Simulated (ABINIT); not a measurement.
## Quasiparticle gap of CdS (Hawleyite) in ABINIT

Aim: the G0W0 gap of CdS (Hawleyite) on LDA, step by step.

Method: LDA and many-body steps on it, plane waves, in ABINIT 10.8.3.

**The experiments to reproduce.**

- Gap 2.42 eV: optical gap from inflexion point of photoacoustic spectrum, as-grown film; photoacoustic spectroscopy; film (as-grown chemical bath deposited film, about 0.25 um thick, deposited at 80 C) (“Study of the band--gap shift in CdS films: Influence of thermal annealing in different atmospheres”, 1995, arxiv:cond-mat/9501125).

## 1. Set-up

It takes space group F-43m (No. 216, cubic). Conventional cell: a = 5.833 Å, b = 5.833 Å, c = 5.833 Å, α = 90.00°, β = 90.00°, γ = 90.00°. Nearest to Cd lie 4 S at 2.53 Å. Nearest to S lie 4 Cd at 2.53 Å. Farther neighbours and most contacts between anions are not listed.

Structure file:

```cif
data_structure
_symmetry_space_group_name_H-M 'F-43m'
_symmetry_Int_Tables_number 216
_cell_length_a 5.8330
_cell_length_b 5.8330
_cell_length_c 5.8330
_cell_angle_alpha 90.000
_cell_angle_beta 90.000
_cell_angle_gamma 90.000
_cell_volume 198.46
loop_
_atom_site_label
_atom_site_type_symbol
_atom_site_symmetry_multiplicity
_atom_site_Wyckoff_symbol
_atom_site_fract_x
_atom_site_fract_y
_atom_site_fract_z
_atom_site_occupancy
Cd1 Cd 4 a 0.00000 0.00000 0.00000 1
S1 S 4 d 0.25000 0.25000 0.75000 1
```

The cell and positions come from the Crystallography Open Database and are kept as given unless a step says otherwise.

## 2. Ground state

This step: ABINIT 10.8.3; DFT, LDA, plane waves, norm-conserving pseudopotentials.

The ground-state density comes first.

Contents of run.abi:

```
acell 3*1.0 Angstrom
rprim 
  -0.000000000000 2.916500000000 2.916500000000
  2.916500000000 -0.000000000000 2.916500000000
  2.916500000000 2.916500000000 -0.000000000000
ntypat 2
znucl 48 16
natom 2
typat 1 2
xred 
  0.000000000000 0.000000000000 0.000000000000
  0.250000000000 0.250000000000 0.250000000000
pp_dirpath "pseudos"
pseudos "Cd.upf, S.upf"
ecut 47
ngkpt 6 6 6
nshiftk 1
shiftk 0 0 0
kptopt 1
chksymbreak 0
nband 18
occopt 1
tolvrs 1e-10
nstep 60
prtwf 0
optforces 0
optstress 0
indata_prefix "in"
outdata_prefix "out"
tmpdata_prefix "tmp"
```

On the command line:

```bash
OMP_NUM_THREADS=1 mpirun -n 4 abinit run.abi > log
```

Numbers of over 12 decimals in the logs are rounded to 6 here.

The log of the run:

```text
.Version 10.8.3 of ABINIT. v10.8.2 released Aug 2026.

 Symmetries : space group F-4 3 m (#216); Bravais cF (face-center cubic)
================================================================================
 Values of the parameters that define the memory need of the present run
     intxc =       0    ionmov =       0      iscf =       7    lmnmax =       6
     lnmax =       6     mgfft =      50  mpssoang =       3    mqgrid =    3001
     natom =       2  nloc_mem =       1    nspden =       1   nspinor =       1
    nsppol =       1      nsym =      24    n1xccc =    2501    ntypat =       2
    occopt =       1   xclevel =       1
-    mband =          18        mffmem =           1         mkmem =           4
       mpw =        5188          nfft =      125000          nkpt =          16
================================================================================
  Rough estimation (10% accuracy) of disk space for files :
================================================================================

--------------------------------------------------------------------------------
------------- Echo of variables that govern the present computation ------------
--------------------------------------------------------------------------------
 -outvars: echo values of preprocessed input variables --------
            acell      1.8897261259E+00  1.8897261259E+00  1.8897261259E+00 Bohr

      chksymbreak           0
             ecut      4.70000000E+01 Hartree
-          fftalg         312

              ixc       -1012
              kpt      0.00000000E+00  0.00000000E+00  0.00000000E+00
                       1.66666667E-01  0.00000000E+00  0.00000000E+00
                       3.33333333E-01  0.00000000E+00  0.00000000E+00
                       5.00000000E-01  0.00000000E+00  0.00000000E+00
                       1.66666667E-01  1.66666667E-01  0.00000000E+00
                       3.33333333E-01  1.66666667E-01  0.00000000E+00
                       5.00000000E-01  1.66666667E-01  0.00000000E+00
                      -3.33333333E-01  1.66666667E-01  0.00000000E+00
                      -1.66666667E-01  1.66666667E-01  0.00000000E+00
   [... 5 further rows ...]
                      -3.33333333E-01  3.33333333E-01  1.66666667E-01
                      -3.33333333E-01  5.00000000E-01  1.66666667E-01
         kptrlatt        6    0    0      0    6    0      0    0    6
          kptrlen      4.67656631E+01
P           mkmem           4
            natom           2
            nband          18
            ngfft          50      50      50
             nkpt          16
            nstep          60
             nsym          24
           ntypat           2
              occ      2.000000  2.000000  2.000000  2.000000  2.000000  2.000000
                       2.000000  2.000000  2.000000  2.000000  2.000000  2.000000
                       2.000000  0.000000  0.000000  0.000000  0.000000  0.000000
        optforces           0
        optstress           0
            prtwf           0
            rprim     -0.0000000000E+00  2.9165000000E+00  2.9165000000E+00
[...]
spgroup         216

           tolvrs      1.00000000E-10

             xred      0.0000000000E+00  0.0000000000E+00  0.0000000000E+00
[...]
znucl       48.00000   16.00000

================================================================================

 chkinp: Checking input parameters for consistency.

================================================================================
== DATASET  1 ==================================================================
-   mpi_nproc: 4, omp_nthreads: 1 (-1 if OMP is not activated)

--- !DatasetInfo
iteration_state: {dtset: 1, }
dimensions: {natom: 2, nkpt: 16, mband: 18, nsppol: 1, nspinor: 1, nspden: 1, mpw: 5188, }
cutoff_energies: {ecut:  47.0, pawecutdg:  -1.0, }
electrons: {nelect:   2.60000000E+01, charge:   0.00000000E+00, occopt:   1.00000000E+00, tsmear:   1.00000000E-02, }

 Real(R)+Recip(G) space primitive vectors, cartesian coordinates (Bohr,Bohr^-1):
 R(1)=  0.0000000  5.5113862  5.5113862  G(1)= -0.0907213  0.0907213  0.0907213
 R(2)=  5.5113862  0.0000000  5.5113862  G(2)=  0.0907213 -0.0907213  0.0907213
 R(3)=  5.5113862  5.5113862  0.0000000  G(3)=  0.0907213  0.0907213 -0.0907213
 Unit cell volume ucvol=  3.3482088E+02 bohr^3
 Angles (23,13,12)=  6.00000000E+01  6.00000000E+01  6.00000000E+01 degrees

 getcut: wavevector=  0.0000  0.0000  0.0000  ngfft=  50  50  50
         ecut(hartree)=     47.000   => boxcut(ratio)=   2.07948

--- Pseudopotential description ------------------------------------------------
- Cd Generated using ONCVPSP code by D. R. Hamann
- 48.00000  20.00000  180309                  znucl, zion, pspdat
12 -1012 2 -1 1336                            pspcod,pspxc,lmax,lloc,mmax
     nproj     2     2     2
  pspatm : epsatm=   23.37058476
         --- l  ekb(1:nproj) -->
[...]
pspatm: atomic psp has been read  and splines computed

- S Generated using ONCVPSP code by D. R. Hamann
- 16.00000   6.00000  180309                  znucl, zion, pspdat
12 -1012 2 -1 1132                            pspcod,pspxc,lmax,lloc,mmax
     nproj     2     2     2
  pspatm : epsatm=    8.64647033
         --- l  ekb(1:nproj) -->
[...]
2   -2.858321   -0.603195
 pspatm: atomic psp has been read  and splines computed

   8.32443432E+02                                ecore*ucvol(ha*bohr**3)
--------------------------------------------------------------------------------

_setup2: Arith. and geom. avg. npw (full set) are    5151.458    5151.430

================================================================================

--- !BeginCycle
iteration_state: {dtset: 1, }
solver: {iscf: 7, nstep: 60, nline: 4, wfoptalg: 0, }
tolerances: {tolvrs: 1.00E-10, }

     iter   Etot(hartree)      deltaE(h)  residm     vres2
 ETOT  1  -182.23631040478    -1.822E+02 4.495E+00 1.387E+04
 ETOT  2  -183.81882579950    -1.583E+00 4.130E-01 2.418E+04
 ETOT  3  -186.03072573977    -2.212E+00 2.525E-01 3.518E+03
 ETOT  4  -186.25210689364    -2.214E-01 1.717E-02 1.415E+03
 ETOT  5  -186.34694050410    -9.483E-02 2.830E-03 4.134E+02
 ETOT  6  -186.37633806447    -2.940E-02 2.121E-03 1.226E+02
 ETOT  7  -186.38810242471    -1.176E-02 2.577E-04 4.871E+00
 ETOT  8  -186.38861884413    -5.164E-04 1.258E-04 8.693E-02
 ETOT  9  -186.38862779880    -8.955E-06 3.866E-05 1.396E-02
 ETOT 10  -186.38862933174    -1.533E-06 3.349E-05 2.937E-05
 ETOT 11  -186.38862933763    -5.892E-09 1.820E-05 2.086E-06
 ETOT 12  -186.38862933789    -2.525E-10 1.756E-05 8.449E-09
 ETOT 13  -186.38862933790    -1.333E-11 1.042E-05 4.203E-10
 ETOT 14  -186.38862933789     8.754E-12 9.614E-06 7.003E-11

 At SCF step   14       vres2   =  7.00E-11 < tolvrs=  1.00E-10 =>converged.

--- !ResultsGS
iteration_state: {dtset: 1, }
comment   : Summary of ground state results
lattice_vectors:
- [ -0.0000000,   5.5113862,   5.5113862, ]
- [  5.5113862,  -0.0000000,   5.5113862, ]
- [  5.5113862,   5.5113862,  -0.0000000, ]
lattice_lengths: [   7.79428,    7.79428,    7.79428, ]
lattice_angles: [ 60.000,  60.000,  60.000, ] # degrees, (23, 13, 12)
lattice_volume:   3.3482088E+02
convergence: {deltae:  8.754E-12, res2:  7.003E-11, residm:  9.614E-06, diffor:  0.000E+00, }
etotal    :  -1.86388629E+02
entropy   :   0.00000000E+00
fermie    :   1.50789187E-01
cartesian_stress_tensor: null
pressure_GPa: null
xred      :
- [  0.0000E+00,   0.0000E+00,   0.0000E+00, Cd]
- [  2.5000E-01,   2.5000E-01,   2.5000E-01,  S]
cartesian_forces: null
force_length_stats: {min: null, max: null, mean: null, }

 Integrated electronic density in atomic spheres:
 ------------------------------------------------
 Atom  Sphere_radius  Integrated_density
    1        2.00000         17.15828508
    2        2.00000          3.90365967
================================================================================

 ----iterations are completed or convergence reached----

 Mean square residual over all n,k,spin=   36.090E-09; max=  96.144E-07
 reduced coordinates (array xred) for    2 atoms
       0.000000000000      0.000000000000      0.000000000000
       0.250000000000      0.250000000000      0.250000000000
 rms dE/dt=  0.0000E+00; max dE/dt=  0.0000E+00; dE/dt below (all hartree)
    1       0.000000000000      0.000000000000      0.000000000000
    2       0.000000000000      0.000000000000      0.000000000000

 cartesian coordinates (angstrom) at end:
    1      0.000000     0.000000     0.000000
    2      1.458250     1.458250     1.458250
 length scales=  1.889726125908  1.889726125908  1.889726125908 bohr
              =  1.000000000000  1.000000000000  1.000000000000 angstroms
 prteigrs : about to open file out_EIG
 Fermi (or HOMO) energy (hartree) =   0.15079   Average Vxc (hartree)=  -0.36085
 Eigenvalues (hartree) for nkpt=  16  k points:
 kpt#   1, nband= 18, wtk=  0.00463, kpt=  0.0000  0.0000  0.0000 (reduced coord)
  -3.56599   -2.13852   -2.13852   -2.13852   -0.30383   -0.13413   -0.13413   -0.13413
  -0.11628   -0.11628    0.15079    0.15079    0.15079    0.18240    0.38360    0.38360
   0.38360    0.55736
 prteigrs : prtvol=0 or 1, do not print more k-points.

--- !EnergyTerms
iteration_state     : {dtset: 1, }
comment             : Components of total free energy in Hartree
kinetic             :  6.52184178487066E+01
hartree             :  6.50162496552078E+01
xc                  : -2.72272990040161E+01
Ewald energy        : -9.94062291781547E+01
psp_core            :  2.48623508767928E+00
local_psp           : -1.97807043644246E+02
non_local_psp       :  5.33103989693190E+00
total_energy        : -1.86388629337891E+02
total_energy_eV     : -5.07189298477234E+03
band_energy         : -2.12962455072098E+01

== END DATASET(S) ==============================================================
================================================================================

 -outvars: echo values of variables after computation  --------
           etotal     -1.8638862934E+02
            nband          18
             nkpt          16
          spgroup         216
 [... the other variables as echoed above ...]

 Calculation completed.
```

Elapsed: 22 s, on 4 MPI ranks of Arm Neoverse V1, shared host; peak memory 0.37 GiB; 89 s of CPU time.

Numbers from this step:

| Quantity | Value |
| --- | --- |
| total energy | -5071.8930 eV |
| gap | 0.8602 eV |
| k of the valence top | 0, 0, 0 |
| k of the conduction bottom | 0, 0, 0 |
| least direct gap | 0.8602 eV |

The gap is direct, at Γ.

(Continued in part 2 of 3.)

[Paths, hosts, dates, memory and timing lines, banners, echoed tables and standing remarks are left out of the program output.]

[Logs are printed without paths, hosts, clocks, repeated set-up lines and the standing remarks that a program may print on its own settings, such as how far it seeks lower states.]

[Runs of the session that timed out or met a known fault of the program may be left out.]

[Hosts, paths, dates, database ids (printed as entryN), source tags and the programs' standing remarks are cut or masked in the printed files.]

[G0W0 gaps are taken among the corrected bands and points alone; a level outside them can change the order at an edge.]

[Where Ansatz stands beside ABINIT at settings called matched, ABINIT's density can come from a denser mesh and the files from another edition; pairs whose starting gaps differed by over 0.03 eV were left out, so agreement reads better than it is.]
